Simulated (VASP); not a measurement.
# GaAs (F-43m) in VASP: a series of runs

One crystal, GaAs, is run at these levels: LDA; tasks: single point, relaxation of cell and atoms.

All numbers are computed with VASP 6.6.1; they aren't measurements. Logs are shortened: lines on timing, memory, paths and dates and some standing lists are left out, and cuts for length are marked.

### 1 Starting point

Symmetry: F-43m, No. 216, cubic system. The conventional cell has a = 5.745 Å, b = 5.745 Å, c = 5.745 Å, α = 90.00°, β = 90.00°, γ = 90.00°. Around Ga (site symmetry -43m) lie 4 As at 2.49 Å. As (site symmetry -43m) has 4 Ga at 2.49 Å as nearest neighbours.

### 2 Single point, LDA (relaxed again under DFT LDA, scalar-relativistic, plane waves, PAW)

INCAR

```
SYSTEM = GaAs
ALGO     = Normal         ! electronic algorithm
EDIFF    = 1E-7           ! SCF threshold, eV
ENCUT    = 520            ! plane-wave cutoff, eV
GGA      = CA             ! functional
ISIF     = 2              ! what is computed and relaxed
ISMEAR   = 0              ! smearing method
LASPH    = .True.         ! aspherical terms in the spheres
LCHARG   = .False.        ! write CHGCAR
LREAL    = .False.        ! projectors in reciprocal space
LWAVE    = .False.        ! write WAVECAR
NBANDS   = 16             ! bands
NELM     = 100            ! most SCF steps
PREC     = Accurate       ! precision mode
SIGMA    = 0.02           ! smearing width, eV
```

KPOINTS

```
k-points
0
Gamma
  12 12 12
  0 0 0
```

POSCAR

```
GaAs
1.0
    0.0000000000      2.8016871073      2.8016871073
    2.8016871073      0.0000000000      2.8016871073
    2.8016871073      2.8016871073      0.0000000000
Ga As
1 1
Direct
    0.0000000000      0.0000000000      0.0000000000
    0.2500000000      0.2500000000      0.2500000000
```

Potentials or basis: VASP PAW LDA potentials, release 64 (Ga_d, As).

Run with:

```bash
$ cat potpaw_LDA.64/Ga_d/POTCAR potpaw_LDA.64/As/POTCAR > POTCAR
$ mpirun -np 1 vasp_std > vasp.out
```

OUTCAR:

```text
SYSTEM = GaAs
   EDIFF = 1E-7
   ENCUT = 520
   GGA = CA
   ISIF = 2
   ISMEAR = 0
   LASPH = .True.
   LREAL = .False.
   NELM = 100
   PREC = Accurate

 ion  position               nearest neighbor table
   1  0.000  0.000  0.000-   2 2.43   2 2.43   2 2.43   2 2.43
   2  0.250  0.250  0.250-   1 2.43   1 2.43   1 2.43   1 2.43

  LATTYP: Found a face centered cubic cell.
 ALAT       =     5.6033742146

  Lattice vectors:

 A1 = (   0.0000000000,   2.8016871073,   2.8016871073)
 A2 = (   2.8016871073,   0.0000000000,   2.8016871073)
 A3 = (   2.8016871073,   2.8016871073,   0.0000000000)

Analysis of symmetry for initial positions (statically):
=====================================================================
 Subroutine PRICEL returns:
 Original cell was already a primitive cell.

 Routine SETGRP: Setting up the symmetry group for a
 face centered cubic supercell.

 Subroutine GETGRP returns: Found 24 space group operations
 (whereof 24 operations were pure point group operations)
 out of a pool of 48 trial point group operations.

The static configuration has the point symmetry T_d .

Analysis of symmetry for dynamics (positions and initial velocities):
=====================================================================
 Subroutine PRICEL returns:
 Original cell was already a primitive cell.

 Routine SETGRP: Setting up the symmetry group for a
 face centered cubic supercell.

 Subroutine GETGRP returns: Found 24 space group operations
 (whereof 24 operations were pure point group operations)
 out of a pool of 48 trial point group operations.

The dynamic configuration has the point symmetry T_d .

 Subroutine INISYM returns: Found 24 space group operations
 (whereof 24 operations are pure point group operations),
 and found     1 'primitive' translations

----------------------------------------------------------------------------------------

                                     Primitive cell

  volume of cell :      43.9834

  direct lattice vectors                    reciprocal lattice vectors
     0.000000000  2.801687107  2.801687107    -0.178463897  0.178463897  0.178463897
     2.801687107  0.000000000  2.801687107     0.178463897 -0.178463897  0.178463897
     2.801687107  2.801687107  0.000000000     0.178463897  0.178463897 -0.178463897

  length of vectors
     3.962183905  3.962183905  3.962183905     0.309108537  0.309108537  0.309108537

  position of ions in fractional coordinates (direct lattice)
     0.000000000  0.000000000  0.000000000
     0.250000000  0.250000000  0.250000000

  ion indices of the primitive-cell ions
   primitive index   ion index
                 1           1
                 2           2

----------------------------------------------------------------------------------------

 KPOINTS: k-points

Automatic generation of k-mesh.
 Grid dimensions read from file:
 generate k-points for:   12   12   12

 Generating k-lattice:

  Cartesian coordinates                     Fractional coordinates (reciprocal lattice)
    -0.014871991  0.014871991  0.014871991     0.083333333  0.000000000  0.000000000
     0.014871991 -0.014871991  0.014871991     0.000000000  0.083333333  0.000000000
     0.014871991  0.014871991 -0.014871991     0.000000000  0.000000000  0.083333333

  Length of vectors
     0.025759045  0.025759045  0.025759045

  Shift w.r.t. Gamma in fractional coordinates (k-lattice)
     0.000000000  0.000000000  0.000000000

 Subroutine IBZKPT returns following result:
 ===========================================

 Found     72 irreducible k-points:

 Following reciprocal coordinates:
            Coordinates               Weight
  0.000000  0.000000  0.000000      1.000000
  0.083333  0.000000  0.000000      8.000000
  0.166667  0.000000  0.000000      8.000000
  0.250000  0.000000  0.000000      8.000000
  0.333333  0.000000  0.000000      8.000000
  0.416667  0.000000  0.000000      8.000000
[... 16 lines left out ...]
  0.500000  0.166667  0.000000     24.000000
 -0.416667  0.166667  0.000000     24.000000
 [... further k-points ...]
   k-points           NKPTS =     72   k-points in BZ     NKDIM =     72   number of bands    NBANDS=     16
   number of dos      NEDOS =    301   number of ions     NIONS =      2
   total plane-waves  NPLWV =  27000
   dimension x,y,z NGX =    30 NGY =   30 NGZ =   30
   dimension x,y,z NGXF=    60 NGYF=   60 NGZF=   60
   ions per type =               1   1
   NGX,Y,Z   is equivalent  to a cutoff of  12.59, 12.59, 12.59 a.u.
   NGXF,Y,Z  is equivalent  to a cutoff of  25.17, 25.17, 25.17 a.u.
 SYSTEM =  GaAs
   PREC   = accura    normal or accurate (medium, high low for compatibility)
   ISTART =      0    job   : 0-new  1-cont  2-samecut
   ICHARG =      2    charge: 1-file 2-atom 10-const
   ISPIN  =      1    spin polarized calculation?
   LNONCOLLINEAR =      F non collinear calculations
   LSORBIT =      F    spin-orbit coupling
   LASPH  =      T    aspherical Exc in radial PAW
   ENCUT  =  520.0 eV  38.22 Ry    6.18 a.u.   7.37  7.37  7.37*2*pi/ulx,y,z
   NELM   =    100;   NELMIN=  2; NELMDL= -5     # of ELM steps
   EDIFF  = 0.1E-06   stopping-criterion for ELM
   LREAL  =      F    real-space projection
   EDIFFG = 0.1E-05   stopping-criterion for IOM
   NSW    =      0    number of steps for IOM
   IBRION =     -1    ionic relax: 0-MD 1-quasi-New 2-CG
   NFREE  =      0    steps in history (QN), initial steepest desc. (CG)
   ISIF   =      2    stress and relaxation
   ISYM   =      2    0-nonsym 1-usesym 2-fastsym
   POTIM  = 0.5000    time-step for ionic-motion
   TEBEG  =    0.0;   TEEND  =   0.0 temperature during run
   PSTRESS=    0.0 pullay stress
   NELECT =      18.0000    total number of electrons
   NUPDOWN=      -1.0000    fix difference up-down
   EMIN   =  10.00;   EMAX   =-10.00  energy-range for DOS
   EFERMI =   0.00;   METHOD = LEGACY
   ISMEAR =     0;   SIGMA  =   0.02  broadening in eV -4-tet -1-fermi 0-gaus
   EFERMI_NEDOS =   21; number of points for ismear=-14 and -15
   IALGO  =     38    algorithm
   IMIX   =      4    mixing-type and parameters
     AMIX     =   0.40;   BMIX     =  1.00
     AMIX_MAG =   1.60;   BMIX_MAG =  1.00
  volume/ion in A,a.u.               =      21.99       148.41
  Fermi-wavevector in a.u.,A,eV,Ry     =   1.215447  2.296862 20.100043  1.477311
  Thomas-Fermi vector in A             =   2.350834
   LORBIT       =      0    0 simple, 1 ext, 2 COOP (PROOUT), +10 PAW based schemes
   GGA     = CA    functional components
   LHFCALC =     F    Hartree Fock is set to
   AEXX    =    0.0000 exact exchange contribution
   IVDW    =     0    specifies the selected vdW correction
   LEPSILON=     F    determine dielectric tensor
   LRPA    =     F    only Hartree local field effects (RPA)
 non-spin polarized calculation
 Gauss-broadening in eV      SIGMA  =   0.02
  energy-cutoff  :      520.00
  volume of cell :       43.98
 maximum number of plane-waves:      1243
 NGX is ok and might be reduce to    30
   NGX = 15   NGY = 15   NGZ = 15

 number of electron      18.0000013 magnetization

 Free energy of the ion-electron system (eV)
  ---------------------------------------------------
  ext. energy  EPLUGINS =         0.00000000
  ---------------------------------------------------
  free energy    TOTEN  =        -9.64202501 eV

  energy without entropy =       -9.64202501  energy(sigma->0) =       -9.64202501

 E-fermi :   4.2133     XC(G=0): -10.0313

 val. band max:        4.0596192210   @ k =   0.0000   0.0000   0.0000
 cond. band min:       4.5951415012   @ k =   0.0000   0.0000   0.0000
 fundamental gap:      0.5355222802
 Fermi energy:         4.2133240324

 k-point     1 :       0.0000    0.0000    0.0000
  band No.  band energies     occupation
      1     -10.9181      2.00000
      2     -10.9181      2.00000
      3     -10.9181      2.00000
      4     -10.8332      2.00000
      5     -10.8332      2.00000
      6      -8.9001      2.00000
[... 8 lines left out ...]
     15      14.2986      0.00000
     16      14.2986      0.00000

 k-point     2 :       0.0833    0.0000    0.0000
  band No.  band energies     occupation
      1     -10.9249      2.00000
      2     -10.9163      2.00000
      3     -10.9163      2.00000
      4     -10.8333      2.00000
      5     -10.8333      2.00000
      6      -8.8152      2.00000
[... 8 lines left out ...]
     15      13.7026      0.00000
     16      13.7026      0.00000

 k-point     3 :       0.1667    0.0000    0.0000
  band No.  band energies     occupation
      1     -10.9426      2.00000
      2     -10.9117      2.00000
      3     -10.9117      2.00000
      4     -10.8334      2.00000
      5     -10.8334      2.00000
      6      -8.5675      2.00000
[... 8 lines left out ...]
     15      13.1269      0.00000
     16      13.1269      0.00000

 k-point     4 :       0.2500    0.0000    0.0000
  band No.  band energies     occupation
      1     -10.9647      2.00000
      2     -10.9060      2.00000
      3     -10.9060      2.00000
      4     -10.8329      2.00000
      5     -10.8329      2.00000
      6      -8.1806      2.00000
[... 8 lines left out ...]
     15      13.1087      0.00000
     16      13.1087      0.00000
[... 324 lines left out ...]
 k-point    22 :       0.4167    0.1667    0.0000
  band No.  band energies     occupation
      1     -11.0011      2.00000
      2     -10.8938      2.00000
      3     -10.8897      2.00000
      4     -10.8407      2.00000
      5     -10.8266      2.00000
      6      -7.2931      2.00000
[... 8 lines left out ...]
     15      15.0310      0.00000
     16      15.9467      0.00000

 k-point    23 :       0.5000    0.1667    0.0000
  band No.  band energies     occupation
      1     -11.0082      2.00000
      2     -10.8930      2.00000
      3     -10.8884      2.00000
      4     -10.8375      2.00000
      5     -10.8276      2.00000
      6      -6.9174      2.00000
[... 8 lines left out ...]
     15      15.6379      0.00000
     16      16.0383      0.00000

 k-point    24 :      -0.4167    0.1667    0.0000
  band No.  band energies     occupation
      1     -11.0083      2.00000
      2     -10.8932      2.00000
      3     -10.8894      2.00000
      4     -10.8342      2.00000
      5     -10.8303      2.00000
      6      -6.8557      2.00000
[... 8 lines left out ...]
     15      14.4884      0.00000
     16      15.1639      0.00000

 [... further k-points ...]
[... 5 lines left out ...]
  --------------------------------------------------------------------------------------
  -------------------------------------------------------------------------------------
  Total        0.0867320      0.0867320      0.0867320     -0.0000000      0.0000000     -0.0000000
  in kB        3.1593758      3.1593758      3.1593758     -0.0000000      0.0000000     -0.0000000
  external PRESSURE =       3.1593758 kB  Pullay stress =       0.0000000 kB

 VOLUME and BASIS-vectors are now :
 -----------------------------------------------------------------------------
  energy-cutoff  :      520.00
  volume of cell :       43.98
      direct lattice vectors                 reciprocal lattice vectors
     0.000000000  2.801687107  2.801687107    -0.178463897  0.178463897  0.178463897
     2.801687107  0.000000000  2.801687107     0.178463897 -0.178463897  0.178463897
     2.801687107  2.801687107  0.000000000     0.178463897  0.178463897 -0.178463897

 POSITION                                       TOTAL-FORCE (eV/Angst)
 -----------------------------------------------------------------------------------
      0.00000      0.00000      0.00000         0.000000      0.000000      0.000000
      1.40084      1.40084      1.40084        -0.000000     -0.000000     -0.000000
 -----------------------------------------------------------------------------------
    total drift:                               -0.000001     -0.000001     -0.000000

  FREE ENERGIE OF THE ION-ELECTRON SYSTEM (eV)
  ---------------------------------------------------
  free  energy   TOTEN  =        -9.6420250079 eV

  energy  without entropy=       -9.6420250079  energy(sigma->0) =       -9.64202501
```

Run time: 28 s. Hardware: 1 thread of Intel Xeon Platinum 8488C (Sapphire Rapids), shared host; peak memory 0.18 GiB.

Results:

```yaml
Free_energy: -9.6420 eV
Pressure: 0.3 GPa
Band_gap_on_the_k_mesh: 0.54 eV, direct
```

### 3 Relaxation of cell and atoms, LDA

INCAR

```
  PREC = Accurate
  ENCUT = 600
  EDIFF = 1E-7
  ISMEAR = 0
  SIGMA = 0.02
  LREAL = False
  LASPH = True
  NELM = 100
  ALGO = Normal
  ISIF = 3
  LWAVE = False
  LCHARG = False
  IBRION = 2
  NSW = 70
  EDIFFG = -0.005
```

KPOINTS

```
regular mesh
0
Gamma
  12 12 12
```

POSCAR

```
GaAs
1.0
    0.0000000000      2.8726923284      2.8726923284
    2.8726923284      0.0000000000      2.8726923284
    2.8726923284      2.8726923284      0.0000000000
Ga As
1 1
Direct
    0.0000000000      0.0000000000      0.0000000000
    0.2500000000      0.2500000000      0.2500000000
```

Potentials or basis: VASP PAW LDA potentials, release 64 (Ga_d, As).

Run with:

```bash
$ cat potpaw_LDA.64/Ga_d/POTCAR potpaw_LDA.64/As/POTCAR > POTCAR
$ mpirun -np 1 vasp_std > vasp.out
```

OUTCAR:

```text
PREC = Accurate
   ENCUT = 600
   EDIFF = 1E-7
   ISMEAR = 0
   LREAL = False
   LASPH = True
   NELM = 100
   ISIF = 3
   IBRION = 2
   NSW = 70
   EDIFFG = -0.005

 ion  position               nearest neighbor table
   1  0.000  0.000  0.000-   2 2.49   2 2.49   2 2.49   2 2.49
   2  0.250  0.250  0.250-   1 2.49   1 2.49   1 2.49   1 2.49

  LATTYP: Found a face centered cubic cell.
 ALAT       =     5.7453846568

  Lattice vectors:

 A1 = (   0.0000000000,   2.8726923284,   2.8726923284)
 A2 = (   2.8726923284,   0.0000000000,   2.8726923284)
 A3 = (   2.8726923284,   2.8726923284,   0.0000000000)

Analysis of symmetry for initial positions (statically):
=====================================================================
 Subroutine PRICEL returns:
[... 165 lines left out ...]

 Free energy of the ion-electron system (eV)
  ---------------------------------------------------
  ext. energy  EPLUGINS =         0.00000000
  ---------------------------------------------------
  free energy    TOTEN  =        -9.59398274 eV

  energy without entropy =       -9.59396416  energy(sigma->0) =       -9.59397345

 E-fermi :   3.3575     XC(G=0):  -9.7017

 val. band max:        3.3510902746   @ k =   0.0000   0.0000   0.0000
 cond. band min:       4.0841839215   @ k =   0.5000   0.0000   0.0000
 fundamental gap:      0.7330936469
 Fermi energy:         3.3574825584
[... 848 lines left out ...]
--------------------------------------- Ionic step        3  -------------------------------------------

 number of electron      18.0000006 magnetization

 Free energy of the ion-electron system (eV)
  ---------------------------------------------------
  ext. energy  EPLUGINS =         0.00000000
  ---------------------------------------------------
  free energy    TOTEN  =        -9.64259735 eV

  energy without entropy =       -9.64259735  energy(sigma->0) =       -9.64259735

 E-fermi :   4.1095     XC(G=0): -10.0145

 val. band max:        4.0224277129   @ k =   0.0000   0.0000   0.0000
 cond. band min:       4.5290031912   @ k =   0.0000   0.0000   0.0000
 fundamental gap:      0.5065754782
 Fermi energy:         4.1094561573
[... 413 lines left out ...]
  FREE ENERGIE OF THE ION-ELECTRON SYSTEM (eV)
  ---------------------------------------------------
  free  energy   TOTEN  =        -9.6425973496 eV

  energy  without entropy=       -9.6425973496  energy(sigma->0) =       -9.64259735

 reached required accuracy - stopping structural energy minimisation
```

CONTCAR:

```text
GaAs
   1.00000000000000
     0.0000000000000000    2.8052228681465219    2.8052228681465219
     2.8052228681465219    0.0000000000000000    2.8052228681465219
     2.8052228681465219    2.8052228681465219   -0.0000000000000000
  Ga              As
     1     1
Direct
     0.0000000000000000    0.0000000000000000    0.0000000000000000
     0.2500000000000000    0.2500000000000000    0.2500000000000000

  0.00000000E+00  0.00000000E+00  0.00000000E+00
  0.00000000E+00  0.00000000E+00  0.00000000E+00
```

Run time: 43 s. Hardware: 1 thread of Intel Xeon Platinum 8488C (Sapphire Rapids), shared host; peak memory 0.2 GiB.

What came out:

```yaml
Free_energy: -9.6426 eV
Relaxed_volume: 22.08 Å³/atom
Relaxed_cell: a = 3.967 Å, b = 3.967 Å, c = 3.967 Å, α = 60.00°, β = 60.00°, γ = 60.00°
Space_group_after_relaxing_to_0.05_Å: F-43m (No. 216)
Energy_gained_by_relaxing: 24.3 meV/atom
Ionic_steps: 3
Pressure_after_relaxing: 0.0 GPa
Band_gap_on_the_k_mesh: 0.51 eV, direct
```

Step by step:
```
step  energy change (eV)  largest force (eV/Å)  pressure (GPa)  volume (Å³)
   1              0.0000                0.0000           -4.45        47.41
   2             -0.0417                0.0000            2.02        43.04
   3             -0.0486                0.0000            0.01        44.15
```

Final structure:
```
Ga As
1.0
     0.00000    2.80522    2.80522
     2.80522    0.00000    2.80522
     2.80522    2.80522    0.00000
Ga As
1 1
Direct
  0.00000 0.00000 0.00000
  0.25000 0.25000 0.25000
```

A k mesh can miss the band edges. LDA usually gives volumes a few per cent too small.
